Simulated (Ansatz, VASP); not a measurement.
## Pt: VASP beside Ansatz

```
CELL_PARAMETERS angstrom
0.00000 1.89916 1.98727
1.89916 0.00000 1.98727
1.89916 1.89916 0.00000
ATOMIC_POSITIONS crystal
Pt 0.00000 0.00000 0.00000
```

Change from the starting cell: strain -0.030 along x and y, +0.015 along z, atoms carried along.

Alike in both runs: task single point; functional PBEsol; k mesh 20 × 20 × 20; occupations gaussian, width 0.15 eV; no spin polarisation.

```csv
,VASP,Ansatz
version,VASP 6.6.1,Ansatz 0.2.0
potentials or method,"VASP PAW PBE potentials, release 64 (Pt)","scalar-relativistic, plane waves, PAW"
plane-wave cutoff (eV),520,420
valence electrons in the cell,10,18
```

Ansatz gave:

```
gap on the k mesh at the Fermi level (eV)       : none
pressure (GPa)                                  : 16.0
largest component of the traceless stress (GPa) : 4.54
```

**Question.** What did VASP give for the same quantities?

**Answer.** gap on the k mesh at the Fermi level (eV): none; pressure (GPa): 15.6; largest component of the traceless stress (GPa): 4.52.

A gap of «none» marks a metal or a gap that the smearing closes. The two sets of potentials don't hold the same shells in valence.

Caveats: so large a pressure means that the cell lies far from this level's equilibrium, or that cutoff or potentials fall short (VASP); the potentials were made for another functional, which shifts forces and pressure (VASP). The runs have no spin-orbit coupling, so splittings on Pt are missing.
